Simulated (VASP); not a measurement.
# Tl (P6/mmm) in VASP: further runs

Runs on Tl. Level: RPBE. Tasks: single point.

All numbers are computed with VASP 6.6.1; they aren't measurements. Logs are shortened: lines on timing, memory, paths and dates and some standing lists are left out, and cuts for length are marked.

## Step 1: The crystal as given

Symmetry: P6/mmm, No. 191, hexagonal system. The conventional cell has a = 5.775 Å, b = 5.775 Å, c = 3.547 Å, α = 90.00°, β = 90.00°, γ = 120.00°. Tl (site symmetry 6/mmm) has 14 Tl at 3.55 to 3.78 Å as nearest neighbours. Around Tl (site symmetry -6m2) lie 11 Tl at 3.33 to 3.78 Å.

This isn't the form of Tl at room conditions, which is hcp.

## Step 2: Single point, RPBE

Input file INCAR:

```
PREC = Accurate ; ENCUT = 520
EDIFF = 1E-6 ; ISMEAR = -1
SIGMA = 0.1 ; LREAL = False
LASPH = True ; NELM = 100
ALGO = Fast ; ISIF = 2
LWAVE = False ; LCHARG = False
GGA = RP ; NBANDS = 26
```

Input file KPOINTS:

```
regular mesh
0
Gamma
  8 8 12
```

Input file POSCAR:

```
Tl
1.0
    5.7745751421      0.0000000000      0.0000000000
   -2.8872875710      5.0009287691      0.0000000000
    0.0000000000      0.0000000000      3.5471220833
Tl
3
Direct
    1.0000000000      1.0000000000      0.0000000000
    0.3333333333      0.6666666667      0.5000000000
    0.6666666667      0.3333333333      0.5000000000
```

Potentials or basis: VASP PAW PBE potentials, release 64 (Tl_d).

Run with:

```console
> cat potpaw_PBE.64/Tl_d/POTCAR > POTCAR
> mpirun -np 1 vasp_std > vasp.out
```

OUTCAR:

```text
PREC = Accurate
   ENCUT = 520
   EDIFF = 1E-6
   ISMEAR = -1
   LREAL = False
   LASPH = True
   NELM = 100
   ISIF = 2
   GGA = RP

 ion  position               nearest neighbor table
   1  0.000  0.000  0.000-   2 3.78   3 3.78   2 3.78   3 3.78   2 3.78   2 3.78   3 3.78   3 3.78
                             3 3.78   3 3.78   2 3.78   2 3.78
   2  0.333  0.667  0.500-   3 3.33   3 3.33   3 3.33   1 3.78   1 3.78   1 3.78   1 3.78   1 3.78
                             1 3.78
   3  0.667  0.333  0.500-   2 3.33   2 3.33   2 3.33   1 3.78   1 3.78   1 3.78   1 3.78   1 3.78
                             1 3.78

  LATTYP: Found a hexagonal cell.
 ALAT       =     5.7745751421
 C/A-ratio  =     0.6142654647

  Lattice vectors:

 A1 = (   5.7745751421,   0.0000000000,   0.0000000000)
 A2 = (  -2.8872875710,   5.0009287691,   0.0000000000)
 A3 = (   0.0000000000,   0.0000000000,   3.5471220833)

Analysis of symmetry for initial positions (statically):
=====================================================================
 Subroutine PRICEL returns:
 Original cell was already a primitive cell.

 Routine SETGRP: Setting up the symmetry group for a
 hexagonal supercell.

 Subroutine GETGRP returns: Found 24 space group operations
 (whereof 24 operations were pure point group operations)
 out of a pool of 24 trial point group operations.

The static configuration has the point symmetry D_6h.

Analysis of symmetry for dynamics (positions and initial velocities):
=====================================================================
 Subroutine PRICEL returns:
 Original cell was already a primitive cell.

 Routine SETGRP: Setting up the symmetry group for a
 hexagonal supercell.

 Subroutine GETGRP returns: Found 24 space group operations
 (whereof 24 operations were pure point group operations)
 out of a pool of 24 trial point group operations.

The dynamic configuration has the point symmetry D_6h.

 Subroutine INISYM returns: Found 24 space group operations
 (whereof 24 operations are pure point group operations),
 and found     1 'primitive' translations

----------------------------------------------------------------------------------------

                                     Primitive cell

  volume of cell :     102.4346

  direct lattice vectors                    reciprocal lattice vectors
     5.774575142  0.000000000  0.000000000     0.173172913  0.099981428  0.000000000
    -2.887287571  5.000928769  0.000000000     0.000000000  0.199962856  0.000000000
     0.000000000  0.000000000  3.547122083     0.000000000  0.000000000  0.281918687

  length of vectors
     5.774575142  5.774575142  3.547122083     0.199962856  0.199962856  0.281918687

  position of ions in fractional coordinates (direct lattice)
     0.000000000  0.000000000  0.000000000
     0.333333333  0.666666667  0.500000000
     0.666666667  0.333333333  0.500000000

  ion indices of the primitive-cell ions
   primitive index   ion index
                 1           1
                 2           2
                 3           3

----------------------------------------------------------------------------------------

 KPOINTS: regular mesh

Automatic generation of k-mesh.
 Grid dimensions read from file:
 generate k-points for:    8    8   12

 Generating k-lattice:

  Cartesian coordinates                     Fractional coordinates (reciprocal lattice)
     0.021646614  0.012497679  0.000000000     0.125000000  0.000000000  0.000000000
     0.000000000  0.024995357  0.000000000     0.000000000  0.125000000  0.000000000
     0.000000000  0.000000000  0.023493224     0.000000000  0.000000000  0.083333333

  Length of vectors
     0.024995357  0.024995357  0.023493224

  Shift w.r.t. Gamma in fractional coordinates (k-lattice)
     0.000000000  0.000000000  0.000000000

 Subroutine IBZKPT returns following result:
 ===========================================

 Found     70 irreducible k-points:

 Following reciprocal coordinates:
            Coordinates               Weight
  0.000000  0.000000  0.000000      1.000000
  0.125000 -0.000000  0.000000      6.000000
  0.250000 -0.000000  0.000000      6.000000
  0.375000 -0.000000  0.000000      6.000000
  0.500000 -0.000000  0.000000      3.000000
  0.125000  0.125000  0.000000      6.000000
[... 16 lines left out ...]
  0.250000 -0.000000  0.166667     12.000000
  0.375000 -0.000000  0.166667     12.000000
 [... further k-points ...]
   k-points           NKPTS =     70   k-points in BZ     NKDIM =     70   number of bands    NBANDS=     26
   number of dos      NEDOS =    301   number of ions     NIONS =      3
   total plane-waves  NPLWV =  64512
   dimension x,y,z NGX =    48 NGY =   48 NGZ =   28
   dimension x,y,z NGXF=    96 NGYF=   96 NGZF=   56
   ions per type =               3
   NGX,Y,Z   is equivalent  to a cutoff of  13.82, 13.82, 13.12 a.u.
   NGXF,Y,Z  is equivalent  to a cutoff of  27.64, 27.64, 26.25 a.u.
 SYSTEM =  unknown system
   PREC   = accura    normal or accurate (medium, high low for compatibility)
   ISTART =      0    job   : 0-new  1-cont  2-samecut
   ICHARG =      2    charge: 1-file 2-atom 10-const
   ISPIN  =      1    spin polarized calculation?
   LNONCOLLINEAR =      F non collinear calculations
   LSORBIT =      F    spin-orbit coupling
   LASPH  =      T    aspherical Exc in radial PAW
   ENCUT  =  520.0 eV  38.22 Ry    6.18 a.u.  10.74 10.74  6.60*2*pi/ulx,y,z
   NELM   =    100;   NELMIN=  2; NELMDL= -5     # of ELM steps
   EDIFF  = 0.1E-05   stopping-criterion for ELM
   LREAL  =      F    real-space projection
   EDIFFG = 0.1E-04   stopping-criterion for IOM
   NSW    =      0    number of steps for IOM
   IBRION =     -1    ionic relax: 0-MD 1-quasi-New 2-CG
   NFREE  =      0    steps in history (QN), initial steepest desc. (CG)
   ISIF   =      2    stress and relaxation
   ISYM   =      2    0-nonsym 1-usesym 2-fastsym
   POTIM  = 0.5000    time-step for ionic-motion
   TEBEG  =    0.0;   TEEND  =   0.0 temperature during run
   PSTRESS=    0.0 pullay stress
   NELECT =      39.0000    total number of electrons
   NUPDOWN=      -1.0000    fix difference up-down
   EMIN   =  10.00;   EMAX   =-10.00  energy-range for DOS
   EFERMI =   0.00;   METHOD = LEGACY
   ISMEAR =    -1;   SIGMA  =   0.10  broadening in eV -4-tet -1-fermi 0-gaus
   EFERMI_NEDOS =   21; number of points for ismear=-14 and -15
   IALGO  =     68    algorithm
   IMIX   =      4    mixing-type and parameters
     AMIX     =   0.40;   BMIX     =  1.00
     AMIX_MAG =   1.60;   BMIX_MAG =  1.00
  volume/ion in A,a.u.               =      34.14       230.42
  Fermi-wavevector in a.u.,A,eV,Ry     =   1.186536  2.242227 19.155188  1.407867
  Thomas-Fermi vector in A             =   2.322706
   LORBIT       =      0    0 simple, 1 ext, 2 COOP (PROOUT), +10 PAW based schemes
   GGA     = RP    functional components
   LHFCALC =     F    Hartree Fock is set to
   AEXX    =    0.0000 exact exchange contribution
   IVDW    =     0    specifies the selected vdW correction
   LEPSILON=     F    determine dielectric tensor
   LRPA    =     F    only Hartree local field effects (RPA)
 non-spin polarized calculation
 RMM-DIIS sequential band-by-band and
  energy-cutoff  :      520.00
  volume of cell :      102.43
 maximum number of plane-waves:      2785
 NGX is ok and might be reduce to    48
   NGX = 21   NGY = 21   NGZ = 13

 number of electron      39.0000008 magnetization

 Free energy of the ion-electron system (eV)
  ---------------------------------------------------
  ext. energy  EPLUGINS =         0.00000000
  ---------------------------------------------------
  free energy    TOTEN  =        -5.48950678 eV

  energy without entropy =       -5.42791840  energy(sigma->0) =       -5.45871259

 E-fermi :   5.1061     XC(G=0):  -9.1871

 val. band max:        5.0813175920   @ k =   0.2500   0.1250   0.0833
 cond. band min:       5.1248945634   @ k =   0.0000   0.0000   0.1667
 fundamental gap:      0.0435769714
 Fermi energy:         5.1060931770

 k-point     1 :       0.0000    0.0000    0.0000
  band No.  band energies     occupation
      1      -6.7361      2.00000
      2      -6.4967      2.00000
      3      -6.4869      2.00000
      4      -6.4869      2.00000
      5      -6.4709      2.00000
      6      -6.3703      2.00000
[... 18 lines left out ...]
     25      14.1042      0.00000
     26      14.1490      0.00000

 k-point     2 :       0.1250   -0.0000    0.0000
  band No.  band energies     occupation
      1      -6.7287      2.00000
      2      -6.5378      2.00000
      3      -6.5137      2.00000
      4      -6.4810      2.00000
      5      -6.4652      2.00000
      6      -6.3858      2.00000
[... 18 lines left out ...]
     25      13.2338      0.00000
     26      13.8325      0.00000

 k-point     3 :       0.2500   -0.0000    0.0000
  band No.  band energies     occupation
      1      -6.7100      2.00000
      2      -6.5960      2.00000
      3      -6.5594      2.00000
      4      -6.5064      2.00000
      5      -6.4642      2.00000
      6      -6.4092      2.00000
[... 18 lines left out ...]
     25      12.7602      0.00000
     26      13.0562      0.00000

 k-point     4 :       0.3750   -0.0000    0.0000
  band No.  band energies     occupation
      1      -6.6899      2.00000
      2      -6.6453      2.00000
      3      -6.5925      2.00000
      4      -6.5312      2.00000
      5      -6.4683      2.00000
      6      -6.4259      2.00000
[... 18 lines left out ...]
     25      11.2954      0.00000
     26      12.1147      0.00000

 k-point     5 :       0.5000   -0.0000    0.0000
  band No.  band energies     occupation
      1      -6.6840      2.00000
      2      -6.6606      2.00000
      3      -6.6041      2.00000
      4      -6.5418      2.00000
      5      -6.4703      2.00000
      6      -6.4319      2.00000
[... 18 lines left out ...]
     25      11.2032      0.00000
     26      11.2310      0.00000

 k-point     6 :       0.1250    0.1250    0.0000
  band No.  band energies     occupation
      1      -6.7157      2.00000
      2      -6.5719      2.00000
      3      -6.5632      2.00000
      4      -6.4796      2.00000
      5      -6.4722      2.00000
      6      -6.3976      2.00000
[... 427 lines left out ...]
 k-point    21 :       0.0000    0.0000    0.1667
  band No.  band energies     occupation
      1      -6.6512      2.00000
      2      -6.4819      2.00000
      3      -6.4819      2.00000
      4      -6.4670      2.00000
      5      -6.4670      2.00000
      6      -6.4042      2.00000
[... 18 lines left out ...]
     25      11.4490      0.00000
     26      13.2302      0.00000

 k-point    22 :       0.1250   -0.0000    0.1667
  band No.  band energies     occupation
      1      -6.6482      2.00000
      2      -6.5197      2.00000
      3      -6.5187      2.00000
      4      -6.4680      2.00000
      5      -6.4630      2.00000
      6      -6.3986      2.00000
[... 18 lines left out ...]
     25      11.1783      0.00000
     26      13.0052      0.00000

 k-point    23 :       0.2500   -0.0000    0.1667
  band No.  band energies     occupation
      1      -6.6436      2.00000
      2      -6.5669      2.00000
      3      -6.5667      2.00000
      4      -6.4675      2.00000
      5      -6.4578      2.00000
      6      -6.3920      2.00000
[... 18 lines left out ...]
     25      10.7339      0.00000
     26      12.1134      0.00000

 k-point    24 :       0.3750   -0.0000    0.1667
  band No.  band energies     occupation
      1      -6.6486      2.00000
      2      -6.5986      2.00000
      3      -6.5896      2.00000
      4      -6.4642      2.00000
      5      -6.4578      2.00000
      6      -6.4048      2.00000
[... 18 lines left out ...]
     25      10.2944      0.00000
     26      10.9163      0.00000

 [... further k-points ...]
[... 5 lines left out ...]
  --------------------------------------------------------------------------------------
  -------------------------------------------------------------------------------------
  Total        0.2082805      0.2082805     -0.3205347      0.0000000     -0.0000000      0.0000000
  in kB        3.2577090      3.2577090     -5.0134736      0.0000000     -0.0000000      0.0000000
  external PRESSURE =       0.5006481 kB  Pullay stress =       0.0000000 kB

 VOLUME and BASIS-vectors are now :
 -----------------------------------------------------------------------------
  energy-cutoff  :      520.00
  volume of cell :      102.43
      direct lattice vectors                 reciprocal lattice vectors
     5.774575142  0.000000000  0.000000000     0.173172913  0.099981428  0.000000000
    -2.887287571  5.000928769  0.000000000     0.000000000  0.199962856  0.000000000
     0.000000000  0.000000000  3.547122083     0.000000000  0.000000000  0.281918687

 POSITION                                       TOTAL-FORCE (eV/Angst)
 -----------------------------------------------------------------------------------
      0.00000      0.00000      0.00000        -0.000000     -0.000000      0.000000
     -0.00000      3.33395      1.77356        -0.000000      0.000000     -0.000000
      2.88729      1.66698      1.77356         0.000000      0.000000      0.000000
 -----------------------------------------------------------------------------------
    total drift:                               -0.000000      0.000000     -0.000000

  FREE ENERGIE OF THE ION-ELECTRON SYSTEM (eV)
  ---------------------------------------------------
  free  energy   TOTEN  =        -5.4895067759 eV

  energy  without entropy=       -5.4279183962  energy(sigma->0) =       -5.45871259
```

Run time: 1.8 min. Hardware: 1 thread of Intel Xeon Platinum 8375C at 2.90GHz (Ice Lake), shared host; peak memory 0.32 GiB.

Results:

```yaml
Free_energy: -5.4895 eV
Pressure: 0.1 GPa
Band_gap_on_the_k_mesh: none (metal or under the smearing width)
```

Caveat: the PAW data sets were made with another functional, which shifts forces and pressure a little.

## Step 3: Single point, RPBE

This run uses another cell than the first one, of 38.24 Å³/atom, 1.120 times its volume.

Input file INCAR:

```
PREC     = Accurate       # precision mode
ENCUT    = 520            # plane-wave cutoff, eV
EDIFF    = 1E-7           # SCF threshold, eV
ISMEAR   = -1             # smearing method
SIGMA    = 0.1            # smearing width, eV
LREAL    = F              # projectors in reciprocal space
LASPH    = T              # aspherical terms in the spheres
NELM     = 80             # most SCF steps
ALGO     = Fast           # electronic algorithm
ISIF     = 2              # what is computed and relaxed
LWAVE    = F              # write WAVECAR
LCHARG   = T              # write CHGCAR
GGA      = RP             # functional
LELF     = T              # ELF
LVHAR    = T            
NBANDS   = 26             # bands
```

Input file KPOINTS:

```
regular mesh
0
Gamma
  7 7 10
```

Input file POSCAR:

```
Tl
1.0
    5.9968894732      0.0000000000      0.0000000000
   -2.9984447366      5.1934586275      0.0000000000
    0.0000000000      0.0000000000      3.6836820992
Tl
3
Direct
    1.0000000000      1.0000000000      0.0000000000
    0.3333333333      0.6666666667      0.5000000000
    0.6666666667      0.3333333333      0.5000000000
```

Potentials or basis: VASP PAW PBE potentials, release 64 (Tl_d).

Run with:

```console
> cat potpaw_PBE.64/Tl_d/POTCAR > POTCAR
> mpirun -np 1 vasp_std > vasp.out
```

Wall time 1.7 min (1 thread of Intel Xeon Platinum 8375C at 2.90GHz (Ice Lake), shared host); peak memory 0.3 GiB.

Results (log left out):

- Free energy: -5.4221 eV
- Pressure: -1.6 GPa
- Band gap on the k mesh: none (metal or under the smearing width)

Levels at points of the mesh, in eV from the Fermi level:
| k point | band 15 | band 16 | band 17 | band 18 | band 19 | band 20 | band 21 | band 22 | band 23 | band 24 |
| --- | --- | --- | --- | --- | --- | --- | --- | --- | --- | --- |
| (0.00, 0.00, 0.00) | -11.37 | -8.56 | -4.94 | -4.66 | -0.26 | -0.26 | -0.10 | -0.10 | 3.89 | 7.26 |
| (0.00, 0.00, 0.50) | -11.32 | -6.41 | -5.32 | -3.24 | -0.36 | 0.54 | 1.24 | 1.24 | 1.38 | 2.38 |

Caveat: the PAW data sets were made with another functional, which shifts forces and pressure a little. Spin-orbit coupling is left out, which matters for the levels of Tl.

## Step 4: Single point, RPBE

Input file INCAR:

```
SYSTEM = Tl
ALGO = Fast
EDIFF = 1E-6
ENCUT = 520
GGA = RP
ISIF = 2
ISMEAR = -1
LASPH = .TRUE.
LCHARG = .TRUE.
LELF = .TRUE.
LREAL = .FALSE.
LVHAR = .TRUE.
LWAVE = .FALSE.
NBANDS = 26
NELM = 80
PREC = Accurate
SIGMA = 0.1
```

Input file KPOINTS:

```
k-points
0
G
  7 7 10
  0 0 0
```

Input file POSCAR:

```
Tl
1.0
    5.7745751421      0.0000000000      0.0000000000
   -2.8872875710      5.0009287691      0.0000000000
    0.0000000000      0.0000000000      3.5471220833
Tl
3
Direct
    1.0000000000      1.0000000000      0.0000000000
    0.3333333333      0.6666666667      0.5000000000
    0.6666666667      0.3333333333      0.5000000000
```

Run with:

```console
> cat potpaw_PBE.64/Tl_d/POTCAR > POTCAR
> mpirun -np 1 vasp_std > vasp.out
```

Wall time 79 s (1 thread of Intel Xeon Platinum 8375C at 2.90GHz (Ice Lake), shared host); peak memory 0.29 GiB.

The run converged. Its results:

| Item | Value |
| --- | --- |
| Free energy | -5.4883 eV |
| Pressure | -0.1 GPa |
| Band gap on the k mesh | none (metal or under the smearing width) |

Levels at points of the mesh, in eV from the Fermi level:
```tsv
k point	band 16	band 17	band 18	band 19	band 20	band 21	band 22	band 23
(0.00, 0.00, 0.00)	-9.12	-4.78	-4.47	-0.38	-0.38	-0.22	-0.22	4.19
(0.00, 0.00, 0.50)	-6.57	-5.40	-2.72	-0.24	0.60	1.29	1.29	1.42
```

Caveat: the PAW data sets were made with another functional, which shifts forces and pressure a little.

## Step 5: Overview

| cell | k mesh | further INCAR settings | gap on the mesh (eV) | pressure (GPa) |
| --- | --- | --- | --- | --- |
| P6/mmm, 34.14 Å³/atom | 8 × 8 × 12 | ALGO = Fast; EDIFF = 1e-06; NBANDS = 26 | none | 0.1 |
| P6/mmm, 38.24 Å³/atom | 7 × 7 × 10 | ALGO = Fast; EDIFF = 1e-07; NBANDS = 26 | none | -1.6 |
| P6/mmm, 34.14 Å³/atom | 7 × 7 × 10 | ALGO = Fast; EDIFF = 1e-06; NBANDS = 26 | none | -0.1 |

Alike in all rows: task single point; level RPBE; potentials or basis VASP PAW PBE potentials, release 64 (Tl_d); no spin polarisation; cutoff (eV) 520; smearing fermi-dirac 0.1 eV.

Every run on the cell as given and a fine mesh finds a metal.

Caveats: the PAW data sets were made with another functional, which shifts forces and pressure a little.

Total energies depend on the potentials used, so only differences within one code and one set of settings carry meaning.
